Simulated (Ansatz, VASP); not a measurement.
# One calculation of WSe4, two programs

```xyz
5
Lattice="-3.3389 3.3389 3.3389 3.3389 -3.3389 3.3389 3.3389 3.3389 -3.3389" Properties=species:S:1:pos:R:3 pbc="T T T"
W     0.0000    0.0000    0.0000
Se    2.1054   -2.1054    2.1054
Se    1.2334    1.2334    1.2334
Se    2.1054    2.1054   -2.1054
Se   -2.1054    2.1054    2.1054
```

Change from the starting cell: species swapped into the GeF4 type (I-43m, No. 217).

Alike in both runs: task single point; functional PBE; k mesh 4 × 4 × 4; occupations gaussian, width 0.1 eV; collinear spin.

```csv
,VASP,Ansatz
version,VASP 6.6.1,Ansatz 0.2.0
potentials or method,"VASP PAW PBE potentials, release 64 (W_sv, Se)","scalar-relativistic, plane waves, PAW"
plane-wave cutoff (eV),520,420
valence electrons in the cell,38,78
```

```tsv
	VASP	Ansatz	Ansatz less VASP
gap on the k mesh at the Fermi level (eV)	none	none	-
pressure (GPa)	20.3	20.0	-0.25
rms of the force components (eV/Å)	3.097	3.057	-0.0398
net moment per atom (μB)	0.00	0.00	0.000
```

Atom by atom the forces differ by 0.040 eV/Å (rms over components). A gap of «none» marks a metal or a gap that the smearing closes. The two sets of potentials don't hold the same shells in valence. Ansatz warned: «no_starting_moments».

Caveats: so large a pressure means that the cell lies far from this level's equilibrium, or that cutoff or potentials fall short (VASP); forces of over 1 eV/Å show positions far from the minimum, so gaps and moduli don't describe the material at rest. Spin-orbit coupling is left out, which matters for the levels of W.
